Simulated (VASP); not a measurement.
# BN (Qingsongite): single point with PBEsol

**Measured values to compare with.**

From a printed reference work, monograph, for a bulk crystal of BN at 300 K: band gap 6.4 eV (indirect).

Crystal: BN (Qingsongite).

```
B N
1.0
     0.00000    1.80285    1.80285
     1.80285    0.00000    1.80285
     1.80285    1.80285    0.00000
B N
1 1
Direct
  0.00000 0.00000 0.00000
  0.25000 0.25000 0.25000
```

* Program: VASP 6.6.1
* Task: single point
* Functional: PBEsol
* Potentials or basis: VASP PAW PBE potentials, release 64 (B, N)
* Cutoff: 520 eV
* k mesh: 10 × 10 × 10
* Occupations: fermi-dirac, width 0.02 eV
* Spin: no spin polarisation

The pressure is 0.6 GPa and the band gap on the k mesh is 4.28 eV, indirect (least direct gap 8.80 eV).

Levels at points of the mesh, in eV from the valence-band top:
| k point | band 1 | band 2 | band 3 | band 4 | band 5 | band 6 | band 7 | band 8 | band 9 |
| --- | --- | --- | --- | --- | --- | --- | --- | --- | --- |
| (0.00, 0.00, 0.00) | -20.34 | 0.00 | 0.00 | 0.00 | 8.80 | 8.80 | 8.80 | 10.39 | 24.65 |
| (0.50, 0.00, 0.00) | -16.04 | -10.85 | -1.96 | -1.96 | 10.19 | 10.66 | 10.66 | 15.15 | 23.30 |
| (0.50, 0.50, 0.00) | -14.65 | -9.02 | -4.98 | -4.98 | 4.28 | 9.13 | 18.00 | 18.00 | 20.75 |

Wall time 7.9 s on 1 thread of AMD EPYC 7R13 Processor (Zen 3), with other jobs on the host, peak memory 0.09 GiB.

Measured gap of BN: 6.4 eV (indirect; 300 K; a printed reference work, monograph). This calculation gives 4.28 eV (-2.12 eV). The value is that of PBEsol on a finite k mesh, which can miss the band edges, without temperature or zero-point motion. Semilocal functionals fall short of measured gaps as a rule.

Caveat: the PAW data sets were made with another functional, which shifts forces and pressure a little.
